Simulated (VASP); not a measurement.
# CuO (C2/c) in VASP: single point with PBE+U

Aim: the single point of CuO with PBE+U.

Everything below comes from runs of VASP 6.6.1. Logs are shortened: lines on timing, memory, paths and dates and some standing lists are left out, and cuts for length are marked.

**1. The structure**

The structure is monoclinic, space group C2/c (No. 15). Conventional cell: a = 4.684 Å, b = 3.423 Å, c = 5.129 Å, α = 90.00°, β = 99.54°, γ = 90.00°. Cu (site symmetry -1) has 4 O at 1.95 to 1.96 Å as nearest neighbours. O (site symmetry 2) is surrounded by 4 Cu at 1.95 to 1.96 Å.

**2. Single point, PBE+U**

Input file INCAR:

```
SYSTEM = CuO
ALGO     = Normal         ! electronic algorithm
EDIFF    = 1E-7           ! SCF threshold, eV
ENCUT    = 520            ! plane-wave cutoff, eV
GGA      = PE             ! functional
ISIF     = 2              ! what is computed and relaxed
ISMEAR   = 0              ! smearing method
LASPH    = .TRUE.         ! aspherical terms in the spheres
LCHARG   = .TRUE.         ! write CHGCAR
LDAU     = .TRUE.         ! DFT+U
LDAUJ    = 0 0          
LDAUL    = 2 -1           ! shell
LDAUPRINT= 1            
LDAUTYPE = 2            
LDAUU    = 2 0            ! U, eV
LELF     = .TRUE.         ! ELF
LMAXMIX  = 4              ! l up to which the mixer works
LREAL    = .FALSE.        ! projectors in reciprocal space
LVHAR    = .TRUE.       
LWAVE    = .FALSE.        ! write WAVECAR
NBANDS   = 25             ! bands
NELM     = 150            ! most SCF steps
PREC     = Accurate       ! precision mode
SIGMA    = 0.02           ! smearing width, eV
```

Input file KPOINTS:

```
k-points
0
G
  8 8 5
  0 0 0
```

Input file POSCAR:

```
CuO
1.0
    2.3420000000     -1.7115000000      0.0000000000
    2.3420000000      1.7115000000      0.0000000000
   -0.8500605740      0.0000000000      5.0580666287
Cu O
2 2
Direct
    0.0000000000      0.5000000000      0.0000000000
    0.5000000000      0.0000000000      0.5000000000
    0.5816000000      0.4184000000      0.2500000000
    0.4184000000      0.5816000000      0.7500000000
```

Potentials or basis: VASP PAW PBE potentials, release 64 (Cu, O).

The run is started by

```console
cat potpaw_PBE.64/Cu/POTCAR potpaw_PBE.64/O/POTCAR > POTCAR
mpirun -np 1 vasp_std > vasp.out
```

OUTCAR:

```text
SYSTEM = CuO
   EDIFF = 1E-7
   ENCUT = 520
   GGA = PE
   ISIF = 2
   ISMEAR = 0
   LASPH = .TRUE.
   LREAL = .FALSE.
   NELM = 150
   PREC = Accurate

 ion  position               nearest neighbor table
   1  0.000  0.500  0.000-   3 1.95   4 1.95   4 1.96   3 1.96
   2  0.500  0.000  0.500-   4 1.95   3 1.95   4 1.96   3 1.96
   3  0.582  0.418  0.250-   2 1.95   1 1.95   2 1.96   1 1.96
   4  0.418  0.582  0.750-   1 1.95   2 1.95   2 1.96   1 1.96

  LATTYP: Found a base centered monoclinic cell.
 ALAT       =     4.6840000000
 B/A-ratio  =     0.7307856533
 C/A-ratio  =     1.0950042699
 COS(beta)  =    -0.1657361228

  Lattice vectors:

 A1 = (   2.3420000000,  -1.7115000000,   0.0000000000)
 A2 = (   2.3420000000,   1.7115000000,   0.0000000000)
 A3 = (  -0.8500605740,   0.0000000000,   5.0580666287)

Analysis of symmetry for initial positions (statically):
=====================================================================
 Subroutine PRICEL returns:
 Original cell was already a primitive cell.

 Routine SETGRP: Setting up the symmetry group for a
 base centered monoclinic supercell.

 Subroutine GETGRP returns: Found  4 space group operations
 (whereof  2 operations were pure point group operations)
 out of a pool of  4 trial point group operations.

The static configuration has the point symmetry S_2 .
 The point group associated with its full space group is C_2h.

Analysis of symmetry for dynamics (positions and initial velocities):
=====================================================================
 Subroutine PRICEL returns:
 Original cell was already a primitive cell.

 Routine SETGRP: Setting up the symmetry group for a
 base centered monoclinic supercell.

 Subroutine GETGRP returns: Found  4 space group operations
 (whereof  2 operations were pure point group operations)
 out of a pool of  4 trial point group operations.

The dynamic configuration has the point symmetry S_2 .
 The point group associated with its full space group is C_2h.

 Subroutine INISYM returns: Found  4 space group operations
 (whereof  2 operations are pure point group operations),
 and found     1 'primitive' translations

----------------------------------------------------------------------------------------

                                     Primitive cell

  volume of cell :      40.5488

  direct lattice vectors                    reciprocal lattice vectors
     2.342000000 -1.711500000  0.000000000     0.213492741 -0.292141396  0.035879670
     2.342000000  1.711500000  0.000000000     0.213492741  0.292141396  0.035879670
    -0.850060574  0.000000000  5.058066629     0.000000000  0.000000000  0.197703999

  length of vectors
     2.900723401  2.900723401  5.129000000     0.363611189  0.363611189  0.197703999

  position of ions in fractional coordinates (direct lattice)
     1.000000000  0.500000000  0.000000000
     0.500000000  1.000000000  0.500000000
     0.581600000  0.418400000  0.250000000
     0.418400000  0.581600000  0.750000000

  ion indices of the primitive-cell ions
   primitive index   ion index
                 1           1
                 2           2
                 3           3
                 4           4

----------------------------------------------------------------------------------------

[... 103 lines left out ...]
   LRPA    =     F    only Hartree local field effects (RPA)
 non-spin polarized calculation
 Gauss-broadening in eV      SIGMA  =   0.02
  energy-cutoff  :      520.00
  volume of cell :       40.55
 maximum number of plane-waves:      1129
 NGX is ok and might be reduce to    24
   NGX = 11   NGY = 11   NGZ = 19

atom =   1  type =  1  l = 2

 onsite density matrix

spin component  1

  0.9454 -0.0127  0.0122  0.0068 -0.0019
 -0.0127  0.8986  0.0012  0.0822 -0.0257
  0.0122  0.0012  0.9645 -0.0018 -0.0012
  0.0068  0.0822 -0.0018  0.8508  0.0332
 -0.0019 -0.0257 -0.0012  0.0332  0.9493

spin component  2

  0.9454 -0.0127  0.0122  0.0068 -0.0019
 -0.0127  0.8986  0.0012  0.0822 -0.0257
  0.0122  0.0012  0.9645 -0.0018 -0.0012
  0.0068  0.0822 -0.0018  0.8508  0.0332
 -0.0019 -0.0257 -0.0012  0.0332  0.9493

 occupancies and eigenvectors

  o =  0.7777  v =  0.0794  0.5839 -0.0151 -0.7721  0.2376  0.0000  0.0000  0.0000  0.0000  0.0000      0.0000  0.0000  0.0000  0.0000  0.0000  0.0000  0.0000  0.0000  0.0000  0.0000
  o =  0.7777  v =  0.0000  0.0000  0.0000  0.0000  0.0000  0.0794  0.5839 -0.0151 -0.7721  0.2376      0.0000  0.0000  0.0000  0.0000  0.0000  0.0000  0.0000  0.0000  0.0000  0.0000
  o =  0.9389  v =  0.8709  0.1599 -0.4136  0.1893 -0.0951  0.0000  0.0000  0.0000  0.0000  0.0000      0.0000  0.0000  0.0000  0.0000  0.0000  0.0000  0.0000  0.0000  0.0000  0.0000
  o =  0.9389  v =  0.0000  0.0000  0.0000  0.0000  0.0000  0.8709  0.1599 -0.4136  0.1893 -0.0951      0.0000  0.0000  0.0000  0.0000  0.0000  0.0000  0.0000  0.0000  0.0000  0.0000
  o =  0.9589  v = -0.0308 -0.2797 -0.1967 -0.4624 -0.8175  0.0000  0.0000  0.0000  0.0000  0.0000      0.0000  0.0000  0.0000  0.0000  0.0000  0.0000  0.0000  0.0000  0.0000  0.0000
  o =  0.9589  v =  0.0000  0.0000  0.0000  0.0000  0.0000 -0.0308 -0.2797 -0.1967 -0.4624 -0.8175      0.0000  0.0000  0.0000  0.0000  0.0000  0.0000  0.0000  0.0000  0.0000  0.0000
  o =  0.9617  v =  0.0000  0.0000  0.0000  0.0000  0.0000  0.1312 -0.7132 -0.2831 -0.3626  0.5124      0.0000  0.0000  0.0000  0.0000  0.0000  0.0000  0.0000  0.0000  0.0000  0.0000
  o =  0.9617  v =  0.1312 -0.7132 -0.2831 -0.3626  0.5124  0.0000  0.0000  0.0000  0.0000  0.0000      0.0000  0.0000  0.0000  0.0000  0.0000  0.0000  0.0000  0.0000  0.0000  0.0000
  o =  0.9713  v =  0.0000  0.0000  0.0000  0.0000  0.0000  0.4659 -0.2160  0.8425 -0.1507 -0.0611      0.0000  0.0000  0.0000  0.0000  0.0000  0.0000  0.0000  0.0000  0.0000  0.0000
  o =  0.9713  v =  0.4659 -0.2160  0.8425 -0.1507 -0.0611  0.0000  0.0000  0.0000  0.0000  0.0000      0.0000  0.0000  0.0000  0.0000  0.0000  0.0000  0.0000  0.0000  0.0000  0.0000

atom =   2  type =  1  l = 2

 onsite density matrix

spin component  1

  0.9454 -0.0127 -0.0122 -0.0068  0.0019
 -0.0127  0.8986 -0.0012 -0.0822  0.0257
 -0.0122 -0.0012  0.9645 -0.0018 -0.0012
 -0.0068 -0.0822 -0.0018  0.8508  0.0332
  0.0019  0.0257 -0.0012  0.0332  0.9493

spin component  2

  0.9454 -0.0127 -0.0122 -0.0068  0.0019
 -0.0127  0.8986 -0.0012 -0.0822  0.0257
 -0.0122 -0.0012  0.9645 -0.0018 -0.0012
 -0.0068 -0.0822 -0.0018  0.8508  0.0332
  0.0019  0.0257 -0.0012  0.0332  0.9493

 occupancies and eigenvectors

  o =  0.7777  v = -0.0794 -0.5839 -0.0151 -0.7721  0.2376  0.0000  0.0000  0.0000  0.0000  0.0000      0.0000  0.0000  0.0000  0.0000  0.0000  0.0000  0.0000  0.0000  0.0000  0.0000
  o =  0.7777  v =  0.0000  0.0000  0.0000  0.0000  0.0000 -0.0794 -0.5839 -0.0151 -0.7721  0.2376      0.0000  0.0000  0.0000  0.0000  0.0000  0.0000  0.0000  0.0000  0.0000  0.0000
  o =  0.9389  v = -0.8709 -0.1599 -0.4136  0.1893 -0.0951  0.0000  0.0000  0.0000  0.0000  0.0000      0.0000  0.0000  0.0000  0.0000  0.0000  0.0000  0.0000  0.0000  0.0000  0.0000
  o =  0.9389  v =  0.0000  0.0000  0.0000  0.0000  0.0000 -0.8709 -0.1599 -0.4136  0.1893 -0.0951      0.0000  0.0000  0.0000  0.0000  0.0000  0.0000  0.0000  0.0000  0.0000  0.0000
  o =  0.9589  v =  0.0308  0.2797 -0.1967 -0.4624 -0.8175  0.0000  0.0000  0.0000  0.0000  0.0000      0.0000  0.0000  0.0000  0.0000  0.0000  0.0000  0.0000  0.0000  0.0000  0.0000
  o =  0.9589  v =  0.0000  0.0000  0.0000  0.0000  0.0000  0.0308  0.2797 -0.1967 -0.4624 -0.8175      0.0000  0.0000  0.0000  0.0000  0.0000  0.0000  0.0000  0.0000  0.0000  0.0000
  o =  0.9617  v =  0.0000  0.0000  0.0000  0.0000  0.0000 -0.1312  0.7132 -0.2831 -0.3626  0.5124      0.0000  0.0000  0.0000  0.0000  0.0000  0.0000  0.0000  0.0000  0.0000  0.0000
  o =  0.9617  v = -0.1312  0.7132 -0.2831 -0.3626  0.5124  0.0000  0.0000  0.0000  0.0000  0.0000      0.0000  0.0000  0.0000  0.0000  0.0000  0.0000  0.0000  0.0000  0.0000  0.0000
  o =  0.9713  v =  0.0000  0.0000  0.0000  0.0000  0.0000 -0.4659  0.2160  0.8425 -0.1507 -0.0611      0.0000  0.0000  0.0000  0.0000  0.0000  0.0000  0.0000  0.0000  0.0000  0.0000
  o =  0.9713  v = -0.4659  0.2160  0.8425 -0.1507 -0.0611  0.0000  0.0000  0.0000  0.0000  0.0000      0.0000  0.0000  0.0000  0.0000  0.0000  0.0000  0.0000  0.0000  0.0000  0.0000

 number of electron      34.0000001 magnetization

 Free energy of the ion-electron system (eV)
  ---------------------------------------------------
  ext. energy  EPLUGINS =         0.00000000
  ---------------------------------------------------
  free energy    TOTEN  =       -18.14050188 eV

  energy without entropy =      -18.14034165  energy(sigma->0) =      -18.14042177

 E-fermi :   5.5234     XC(G=0): -11.8851

 val. band max:        5.5086676537   @ k =   0.3750  -0.0000   0.0000
 cond. band min:       5.5625414936   @ k =   0.5000  -0.0000   0.0000
 fundamental gap:      0.0538738399
 Fermi energy:         5.5234438647

 k-point     1 :       0.0000    0.0000    0.0000
  band No.  band energies     occupation
      1     -14.2744      2.00000
      2     -12.9475      2.00000
      3      -2.5635      2.00000
      4      -0.0589      2.00000
      5       0.3094      2.00000
      6       1.8883      2.00000
[... 661 lines left out ...]
     24      20.5032      0.00000
     25      20.9624      0.00000

 [... further k-points ...]

------------------------ aborting loop because EDIFF is reached ----------------------------------------

  FORCE on cell =-STRESS in cart. coord.  units (eV):
  Direction    XX          YY          ZZ          XY          YZ          ZX
  --------------------------------------------------------------------------------------
  -------------------------------------------------------------------------------------
  Total        1.2375695      1.4733742      0.9917343      0.0000000      0.0000000     -0.2373411
  in kB       48.8992107     58.2163956     39.1856981      0.0000000      0.0000000     -9.3778910
  external PRESSURE =      48.7671015 kB  Pullay stress =       0.0000000 kB

 VOLUME and BASIS-vectors are now :
 -----------------------------------------------------------------------------
  energy-cutoff  :      520.00
  volume of cell :       40.55
      direct lattice vectors                 reciprocal lattice vectors
     2.342000000 -1.711500000  0.000000000     0.213492741 -0.292141396  0.035879670
     2.342000000  1.711500000  0.000000000     0.213492741  0.292141396  0.035879670
    -0.850060574  0.000000000  5.058066629     0.000000000  0.000000000  0.197703999

 POSITION                                       TOTAL-FORCE (eV/Angst)
 -----------------------------------------------------------------------------------
      1.17100      0.85575      0.00000         0.000000      0.000000      0.000000
      0.74597     -0.85575      2.52903         0.000000     -0.000000      0.000000
      2.12948     -0.27932      1.26452        -0.000000      0.201379      0.000000
      1.70445      0.27932      3.79355        -0.000000     -0.201379      0.000000
 -----------------------------------------------------------------------------------
    total drift:                                0.000000      0.000000     -0.000000

  FREE ENERGIE OF THE ION-ELECTRON SYSTEM (eV)
  ---------------------------------------------------
  free  energy   TOTEN  =       -18.1405018815 eV

  energy  without entropy=      -18.1403416532  energy(sigma->0) =      -18.14042177
```

It took 57 s on 1 thread of Intel Xeon Platinum 8375C at 2.90GHz (Ice Lake), shared host; peak memory 0.21 GiB.

What came out:

* Free energy: -18.1405 eV
* Pressure: 4.9 GPa
* Largest force: 0.201 eV/Å
* Band gap on the k mesh: none (metal or under the smearing width)

Forces in eV/Å, atoms in the order of the input:
```
Cu   0.000  0.000  0.000
Cu   0.000  0.000  0.000
O    0.000  0.201  0.000
O    0.000 -0.201  0.000
```

Eigenvalues of the final occupation matrices:
```
    site  spin  trace               eigenvalues
site 1 d     1   4.61  0.78 0.94 0.96 0.96 0.97
site 1 d     2   4.61  0.78 0.94 0.96 0.96 0.97
site 2 d     1   4.61  0.78 0.94 0.96 0.96 0.97
site 2 d     2   4.61  0.78 0.94 0.96 0.96 0.97
```

Caveat: the run has no spin polarisation, though such a crystal can be magnetic; U without spin polarisation on a metal has little footing.
